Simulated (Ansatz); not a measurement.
Born–Oppenheimer molecular dynamics of a periodic cell of 16 atoms, WC (start crystal WC, start structure P-6m2, volume 1 times the crystal's). It starts from an unrelaxed structure (largest force component 0.06 eV/Å).

Level of theory: DFT PBE-D3(BJ), scalar-relativistic, plane waves, PAW (Ansatz). Settings: PAW set soft_1, cutoff 420 eV, k mesh 2x2x2, fermi-dirac smearing 0.24 eV, no spin polarisation.

```json
{
 "ensemble": "NVT, Langevin thermostat",
 "time step": "0.75 fs",
 "steps asked": "210",
 "set temperature": "2800 K",
 "friction": "0.02 /fs",
 "seed": "645228"
}
```

First frame:

```xyz
16
Lattice="-2.9017 -5.0259 0.0000 4.3525 -2.5129 0.0000 0.0000 0.0000 5.6680" Properties=species:S:1:pos:R:3
W 0.000 -5.026 0.000
C 1.451 -4.188 1.417
W 0.000 -5.026 2.834
C 1.451 -4.188 4.251
W -1.451 -2.513 0.000
C 0.000 -1.675 1.417
W -1.451 -2.513 2.834
C 0.000 -1.675 4.251
W 1.451 -2.513 0.000
C 2.902 -1.675 1.417
W 1.451 -2.513 2.834
C 2.902 -1.675 4.251
W 0.000 0.000 0.000
C -1.451 -4.188 1.417
W 0.000 0.000 2.834
C -1.451 -4.188 4.251
```

Problem. What does the run give?

Solution. The run went to its last step.

```json
{"steps done": "210", "time covered": "157.5 fs", "mean temperature over the second half": "2086 K", "spread of the potential energy over the second half": "30.3 meV per atom", "mean potential energy of the second half above the start": "276.1 meV per atom"}
```

The mean temperature of the second half is 26 % below the set value. A run of 0.16 ps of so small a system gives no equilibrium averages. Limits of this set-up: coarse k mesh.

Problem. What happens to the structure?

Solution. Mean squared displacements from the first frame to the last, about the centre of mass: W 0.01 Å², C 0.03 Å². This is one draw of velocities; another would differ in detail.

Problem. How do temperature and energy run in time?

Solution. 
```tsv
time (fs)	T (K)	potential energy less start (eV)
0.0	2625	0.000
12.8	1138	3.190
25.5	2341	2.867
38.2	1424	5.357
51.0	2204	5.112
63.8	3019	4.240
76.5	2475	4.699
89.2	2282	4.702
102.0	2192	4.525
114.8	1915	5.046
127.5	2444	3.912
140.2	1775	4.473
153.0	2743	3.335
```

Time of the run: 18 min on 1 thread of Arm Neoverse V1, with other jobs on the host, peak memory 0.53 GiB.
